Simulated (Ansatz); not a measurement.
Born–Oppenheimer molecular dynamics of a periodic cell of 16 atoms, Ba (start crystal Ba, start structure bcc, volume 1.15 times the crystal's). It goes on from the last frame of an earlier run, with new velocities.

Method: Ansatz, DFT PBE-D3(BJ), scalar-relativistic, plane waves, PAW. Settings: accuracy low, cutoff 420 eV, k mesh 1x1x1, fermi-dirac smearing 0.36 eV, no spin polarisation.

| Quantity | Value |
| --- | --- |
| ensemble | NPT, Langevin |
| time step | 2.25 fs |
| steps asked | 170 |
| set temperature | 2940 K |
| friction | 0.005 /fs |
| pressure | 0 GPa |
| seed | 818632 |

First frame:

```xyz
16
Lattice="10.5188 0.0000 0.0000 0.0000 10.5188 0.0000 0.0000 0.0000 10.5188" Properties=species:S:1:pos:R:3
Ba -0.042 0.656 0.154
Ba 4.907 -0.371 0.896
Ba 0.429 4.676 -0.063
Ba 0.699 0.318 5.510
Ba 2.161 2.392 2.286
Ba 5.620 5.950 -0.449
Ba 5.080 -0.523 5.287
Ba 7.729 2.222 2.598
Ba -0.205 6.394 5.917
Ba 2.146 8.280 2.013
Ba 3.291 2.456 7.724
Ba 4.435 6.292 5.673
Ba 8.444 7.562 2.524
Ba 8.143 2.660 7.991
Ba 2.713 8.111 8.180
Ba 8.185 8.989 8.371
```

Q: What does the run give?

A: All steps were run.

- steps done: 170
- time covered: 382.5 fs
- mean temperature over the second half: 2796 K
- spread of the potential energy over the second half: 11.2 meV per atom
- mean potential energy of the second half above the start: 172.5 meV per atom
- mean pressure over the second half: 0.0 GPa

The conserved energy stayed within 0.013 meV per atom of its start (net change -0.0063 meV per atom), so the integration is sound. A run of 0.38 ps of so small a system gives no equilibrium averages. Limits of this set-up: coarse k mesh, low accuracy level. The cell's volume went from 1164 to 1440 Å³.

Q: What happens to the structure?

A: Mean squared displacements from the first frame to the last, about the centre of mass, the cell's change included: Ba 3.24 Å². Another seed would give other details.

Q: How do temperature and energy run in time?

A: 
```
time (fs)  T (K)  potential energy less start (eV)  conserved less start (meV/atom)  P (GPa)  volume (Å³)
      0.0   2756                             0.000                             0.00     -0.1       1163.9
     31.5   2890                            -0.247                            -0.01     -0.1       1165.1
     63.0   2810                             0.173                             0.00     -0.1       1169.7
     94.5   3060                             0.714                            -0.01      0.1       1171.9
    126.0   3188                             1.855                            -0.01      0.3       1168.3
    157.5   2343                             2.765                             0.01      0.3       1157.7
    189.0   2984                             2.691                             0.00      0.5       1149.4
    220.5   3057                             2.566                            -0.01      0.4       1157.6
    252.0   3543                             2.543                             0.00      0.4       1194.0
    283.5   2668                             2.698                             0.00      0.0       1254.8
    315.0   2436                             2.931                             0.00     -0.3       1331.0
    346.5   2343                             2.971                             0.00     -0.4       1387.6
    378.0   2907                             2.951                            -0.01     -0.5       1432.4
```

The run took 21 min on 2 threads of Arm Neoverse V1, on a shared host, peak memory 1.2 GiB.
